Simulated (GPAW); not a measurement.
# Si (P-1) in GPAW: convergence with plane-wave cutoff (eV)

Aim: find how far plane-wave cutoff (eV) must go before the results for Si settle, at PBE. This setting moves, with any that are tied to it; all else stays.

Everything below comes from runs of GPAW 26.7.0. Logs are shortened: lines on timing, memory, paths and dates and some standing lists are left out, and cuts for length are marked. The log counts tension as positive stress, the text compression.

## (1) The crystal as given

The typed cell holds 1 atom: a = 2.663 Å, b = 2.615 Å, c = 2.488 Å, α = 88.18°, β = 90.31°, γ = 122.18°.

This isn't the form of Si at room conditions, which is diamond.

## (2) With plane-wave cutoff (eV) 200

The input, run.py:

```python
from ase.dft.bandgap import bandgap
from ase.io import read, write
from ase.units import GPa
from gpaw import GPAW, PW, setup_paths

setup_paths.insert(0, '.')

atoms = read('Si.xyz')

calc = GPAW(mode=PW(200),
            xc='PBE',
            kpts={'size': (7, 7, 7), 'gamma': True},
            occupations={'name': 'fermi-dirac', 'width': 0.05},
            setups={'Si': 'jth'},
            nbands=-6,
            convergence={'density': 1e-05, 'energy': 1e-05},
            maxiter=100,
            txt='gpaw.txt')
atoms.calc = calc
energy = atoms.get_potential_energy()
forces = atoms.get_forces()
stress = atoms.get_stress()
calc.write('gs.gpw')
write('result.traj', atoms)
print(f'Energy: {energy:.6f} eV')
print('Forces (eV/A):')
print(forces.round(4))
print('Stress (GPa):', (stress / GPa).round(3))
print('Fermi level:', round(calc.get_fermi_level(), 4), 'eV')
print(f'Gap: {bandgap(calc)[0]:.4f} eV, direct: {bandgap(calc, direct=True)[0]:.4f} eV')
```

The input, Si.xyz:

```xyz
1
Lattice="2.6622503000 -0.0362423300 -0.0068309500 -1.3625119300 2.2317606800 0.0418965100 -0.0064290300 0.0418196400 2.4877607300" Properties=species:S:1:pos:R:3 pbc="T T T"
Si     0.0000000000      0.0000000000      0.0000000000
```

Potentials or basis: JTH PAW 2.0, PBE, pw.

The run is started by

```bash
OMP_NUM_THREADS=1 python run.py
```

It took 4.7 s on 1 thread of Arm Neoverse V2, shared host; peak memory 0.11 GiB.

Results:

```
Free energy            : -5.2277 eV
Pressure               : 2.7 GPa
Band gap on the k mesh : none (metal or under the smearing width)
```

## (3) With plane-wave cutoff (eV) 250

run.py, as its differences from that of step 2:

```diff
@@ -9,3 +9,3 @@
 
-calc = GPAW(mode=PW(200),
+calc = GPAW(mode=PW(250),
             xc='PBE',
```

Si.xyz is that of step 2.

Potentials or basis: JTH PAW 2.0, PBE, pw.

The run is started by

```bash
OMP_NUM_THREADS=1 python run.py
```

Wall time 5.1 s (1 thread of Arm Neoverse V2, shared host); peak memory 0.12 GiB.

Results:

```
Free energy            : -5.2433 eV
Pressure               : 5.7 GPa
Band gap on the k mesh : none (metal or under the smearing width)
```

## (4) With plane-wave cutoff (eV) 300

run.py, as its differences from that of step 3:

```diff
@@ -9,3 +9,3 @@
 
-calc = GPAW(mode=PW(250),
+calc = GPAW(mode=PW(300),
             xc='PBE',
```

Si.xyz is that of step 3.

The run is started by

```bash
OMP_NUM_THREADS=1 python run.py
```

It took 6.3 s on 1 thread of Arm Neoverse V2, shared host; peak memory 0.12 GiB.

Results:

- Free energy: -5.2076 eV
- Pressure: 5.9 GPa
- Band gap on the k mesh: none (metal or under the smearing width)

## (5) With plane-wave cutoff (eV) 350

run.py, as its differences from that of step 4:

```diff
@@ -9,3 +9,3 @@
 
-calc = GPAW(mode=PW(300),
+calc = GPAW(mode=PW(350),
             xc='PBE',
```

Si.xyz is that of step 4.

The run is started by

```bash
OMP_NUM_THREADS=1 python run.py
```

Wall time 9.2 s (1 thread of Arm Neoverse V2, shared host); peak memory 0.12 GiB.

What came out:

```
Free energy            : -5.1734 eV
Pressure               : 4.4 GPa
Band gap on the k mesh : none (metal or under the smearing width)
```

## (6) With plane-wave cutoff (eV) 400

run.py, as its differences from that of step 5:

```diff
@@ -9,3 +9,3 @@
 
-calc = GPAW(mode=PW(350),
+calc = GPAW(mode=PW(400),
             xc='PBE',
```

Si.xyz is that of step 5.

Potentials or basis: JTH PAW 2.0, PBE, pw.

The run is started by

```bash
OMP_NUM_THREADS=1 python run.py
```

It took 11 s on 1 thread of Arm Neoverse V2, shared host; peak memory 0.12 GiB.

What came out:

| Quantity | Value |
| --- | --- |
| Free energy | -5.1666 eV |
| Pressure | 3.5 GPa |
| Band gap on the k mesh | none (metal or under the smearing width) |

## (7) With plane-wave cutoff (eV) 500

run.py, as its differences from that of step 6:

```diff
@@ -9,3 +9,3 @@
 
-calc = GPAW(mode=PW(400),
+calc = GPAW(mode=PW(500),
             xc='PBE',
```

Si.xyz is that of step 6.

The run is started by

```bash
OMP_NUM_THREADS=1 python run.py
```

Run time: 10 s. Hardware: 1 thread of Arm Neoverse V2, shared host; peak memory 0.13 GiB.

It converged, with:

```
Free energy            : -5.1652 eV
Pressure               : 3.6 GPa
Band gap on the k mesh : none (metal or under the smearing width)
```

## (8) With plane-wave cutoff (eV) 600

run.py, as its differences from that of step 7:

```diff
@@ -9,3 +9,3 @@
 
-calc = GPAW(mode=PW(500),
+calc = GPAW(mode=PW(600),
             xc='PBE',
```

Si.xyz is that of step 7.

The run is started by

```bash
OMP_NUM_THREADS=1 python run.py
```

Wall time 13 s (1 thread of Arm Neoverse V2, shared host); peak memory 0.14 GiB.

Results (log left out):

| Item | Value |
| --- | --- |
| Free energy | -5.1597 eV |
| Pressure | 3.5 GPa |
| Band gap on the k mesh | none (metal or under the smearing width) |

## (9) With plane-wave cutoff (eV) 800

run.py, as its differences from that of step 8:

```diff
@@ -9,3 +9,3 @@
 
-calc = GPAW(mode=PW(600),
+calc = GPAW(mode=PW(800),
             xc='PBE',
```

Si.xyz is that of step 8.

Potentials or basis: JTH PAW 2.0, PBE, pw.

The run is started by

```bash
OMP_NUM_THREADS=1 python run.py
```

It took 24 s on 1 thread of Arm Neoverse V2, shared host; peak memory 0.15 GiB.

It converged, with:

```yaml
Free_energy: -5.1577 eV
Pressure: 3.2 GPa
Band_gap_on_the_k_mesh: none (metal or under the smearing width)
```

## (10) With plane-wave cutoff (eV) 1000

run.py, as its differences from that of step 9:

```diff
@@ -9,3 +9,3 @@
 
-calc = GPAW(mode=PW(800),
+calc = GPAW(mode=PW(1000),
             xc='PBE',
```

Si.xyz is that of step 9.

Potentials or basis: JTH PAW 2.0, PBE, pw.

The run is started by

```bash
OMP_NUM_THREADS=1 python run.py
```

gpaw.txt:

```text
__  _  _
 | _ |_)|_||  |
 |__||  | ||/\| - 26.7.0

Input parameters:
  mode=PW(ecut=1000.0),
  convergence={'density': 1e-05, 'energy': 1e-05},
  kpts=MonkhorstPack(size=(7, 7, 7), gamma=True),
  maxiter=100,
  nbands=-6,
  occupations=Occupations(name='fermi-dirac', width=0.05),
  setups={'Si': 'jth'},
  xc=XC(name='PBE')

Diagonalizing LCAO Hamiltonian
Converting LCAO to pw mode

       Si

Atoms  # Å, Bohr magnetons
|   | symbol |        x |        y |        z |    initial magnetic moments |
|---|--------|----------|----------|----------|-----------------------------|
| 0 |     Si | 0.000000 | 0.000000 | 0.000000 | ( 0.0000,  0.0000,  0.0000) |

Unit cell  # Å
| periodic |         x |         y |         z |  lengths |     angles |
|----------|-----------|-----------|-----------|----------|------------|
|      yes |  2.662250 | -0.036242 | -0.006831 | 2.662506 |  88.182938 |
|      yes | -1.362512 |  2.231761 |  0.041897 | 2.615139 |  90.308119 |
|      yes | -0.006429 |  0.041820 |  2.487761 | 2.488121 | 122.182457 |

Number of symmetries: 2
Symmetry operations  # r_c * U_cc + t_c -> r_c
|   | kind |            matrix            |
|---|------|------------------------------|
| 0 |  E   |  1, 0, 0,  0, 1, 0,  0, 0, 1 |
| 1 |  i   | -1, 0, 0,  0,-1, 0,  0, 0,-1 |

BZ-sampling:
  Number of BZ points: 343
  Number of IBZ points: 172

  Monkhorst-Pack size: [7, 7, 7]
  Monkhorst-Pack shift: [0, 0, 0]

K-points  # in reciprocal-cell coordinates
|     |                                coordinates |     weight |
|-----|--------------------------------------------|------------|
|   0 | (  0.00000000,   0.00000000,   0.00000000) | 0.00291545 |
|   1 | (  0.00000000,   0.00000000,   0.14285714) | 0.00583090 |
|   2 | (  0.00000000,   0.00000000,   0.28571429) | 0.00583090 |
|   3 | (  0.00000000,   0.00000000,   0.42857143) | 0.00583090 |
|   4 | (  0.00000000,   0.14285714,  -0.42857143) | 0.00583090 |
|   5 | (  0.00000000,   0.14285714,  -0.28571429) | 0.00583090 |
|   6 | (  0.00000000,   0.14285714,  -0.14285714) | 0.00583090 |
|   7 | (  0.00000000,   0.14285714,   0.00000000) | 0.00583090 |
|   8 | (  0.00000000,   0.14285714,   0.14285714) | 0.00583090 |
|   9 | (  0.00000000,   0.14285714,   0.28571429) | 0.00583090 |
| ... |                                            |            |
| 171 | (  0.42857143,   0.42857143,   0.42857143) | 0.00583090 |

Plane wave coefficients: 1065
Cutoff: 1000.0 eV

Spin-components: 1 (collinear spins)
Bands:           8
Projectors:      4
Spin-degeneracy: 2
Datatype:        complex128

Parallelization:
  kpt:    1
  domain: 1
  band:   1

Density:
  Valence electrons: 4.0
  Components: 1
  Grid points: [20 20 20]
  Charge: 0.0  # |e|

Potential:
  Grid points: [20 20 20]

species:
  Si:
    name:    Silicon
    Z:       14.0
    valence: 4
    core:    10
    charge:  0.0  # [|e|]
    compensation charges:
      type: bessel
      rc: 0.85  # [Å]
      lmax: 2
    cutoffs:
      filter: 1.01  # [Å]
      core: 2.10  # [Å]
    projectors
    | kind |    occ | energy [eV] | rcut [Å] |
    |------|--------|-------------|----------|
    |   3s |  2.000 |     -10.813 |    1.010 |
    |    s |        |      40.817 |    1.010 |
    |   3p |  2.000 |      -4.081 |    1.010 |
    |    p |        |      61.226 |    1.010 |

    Using partial waves for Si as LCAO basis

Reference energy: -7886.862157  # eV

eigensolver:
  PPCG
  Converge bands: occupied
  niter=2

density mixing:
  MSR1-Mixer
  Pratt-step length: 0.05
  Maximum mixing coefficient: 0.75
  Old densities: 10
  SVD Regularization: 0.005
  Good broyden scale: 1.0
  Trust region scale: 1.0
  Backstep threshold: 4.0
  History deletion threshold: 6.0
  Fourier metric: weight=20.0, sigma=0.015

occupation numbers:
  Fermi-Dirac:
    width: 0.0500  # eV

poisson solver:
  ecut: 8000.0  # eV

xc functional:
  name: PBE with 2 nearest neighbor stencil

convergence criteria:
- Maximum integral of absolute [dens]ity change: 1e-05 electrons / valence electron
- Maximum [total energy] change in last 3 cyles: 1e-05 eV / valence electron
- Maximum integral of absolute [eigenst]ate change: 4e-08 eV^2 / valence electron
maximum number of iterations: 100

SCF iterations
|iter     | |      energy | eigst |  dens |
|---------|-|-------------|-------|-------|
|iter:   1| |   -5.164602 | +0.14 |       |
|iter:   2| |   -5.166843 | -2.23 | -1.12 |
|iter:   3| |   -5.156850 | -3.08 | -1.14 |
|iter:   4| |   -5.156326 | -3.54 | -1.64 |
|iter:   5| |   -5.156370 | -3.88 | -2.66 |
|iter:   6| |   -5.156393 | -4.33 | -3.41 |
|iter:   7| |   -5.156400c| -4.76 | -3.96 |
|iter:   8| |   -5.156404c| -4.96 | -4.55 |
|iter:   9| |   -5.156406c| -5.15 | -4.78 |
|iter:  10| |   -5.156407c| -5.52 | -5.12c|
|iter:  11| |   -5.156407c| -6.49 | -5.26c|
|iter:  12| |   -5.156407c| -6.96 | -5.61c|
|iter:  13| |   -5.156407c| -7.19 | -5.92c|
|iter:  14| |   -5.156407c| -7.39 | -6.29c|
|iter:  15| |   -5.156407c| -7.65c| -6.33c|

Converged in 15 steps
Energy contributions relative to reference atoms: (reference = -7886.862157)

Energy contributions:
  Kinetic:           5.839415
  Coulomb:          -4.139189
  Zero:             -0.105506
  External:          0.000000
  Xc:               -6.750065
  Entropy:          -0.002124
  Spinorbit:         0.000000
  ----------------------------
  Free energy:      -5.157469
  Extrapolated:     -5.156407

dipole moment: (-3.850464, -6.661043, -7.511004)  # |e|*Ang

Fermi level: 8.995
Eigenvalues  # (at kpt = [0.000, 0.000, 0.000])
| band index |      eig [eV] | occ [0-2] |
|------------|---------------|-----------|
|          0 |        -5.142 |     2.000 |
|          1 |        16.600 |     0.000 |
|          2 |        16.615 |     0.000 |
|          3 |        19.017 |     0.000 |
|          4 |        20.179 |     0.000 |
|          5 |        20.885 |     0.000 |
|          6 |        22.638 |     0.000 |
|          7 |        26.980 |     0.000 |

No gap
No difference between direct/indirect transitions

Forces  # eV/Ang
|       x |       y |       z |
|---------|---------|---------|
| 0.00000 | 0.00000 | 0.00000 |  # Si   0

Stress tensor  # eV/Ang^3
|         x |         y |         z |
|-----------|-----------|-----------|
| -0.002756 | -0.015555 | -0.001048 |
| -0.015555 | -0.021972 |  0.023204 |
| -0.001048 |  0.023204 | -0.035417 |

# Writing to gs.gpw (mode='')
```

Run time: 22 s. Hardware: 1 thread of Arm Neoverse V2, shared host; peak memory 0.17 GiB.

What came out:

```yaml
Free_energy: -5.1575 eV
Pressure: 3.2 GPa
Band_gap_on_the_k_mesh: none (metal or under the smearing width)
```

## (11) The series at a glance

```
plane-wave cutoff (eV)  energy less the tightest run, at zero smearing (meV/atom)  pressure (GPa)  SCF cycles  CPU time (s)  peak memory (GiB)
                   200                                                     -70.25            2.68           8           4.7               0.11
                   250                                                     -85.86            5.67           8           5.1               0.12
                   300                                                     -50.17            5.93          10           6.3               0.12
                   350                                                     -15.93            4.42          15           9.2               0.12
                   400                                                      -9.10            3.45          16            11               0.12
                   500                                                      -7.71            3.57          12            10               0.13
                   600                                                      -2.25            3.52          13            13               0.14
                   800                                                      -0.27            3.20          14            24               0.15
                  1000                                                       0.00            3.21          15            22               0.17
```

Against the tightest run, the energy stays within 1 meV/atom from 800 on; the pressure stays within 0.1 GPa from 800 on. The tightest run that finished is the yardstick and may itself not be fully converged.

Caveats: all runs use coarse meshes; the program truncates these outside data sets.
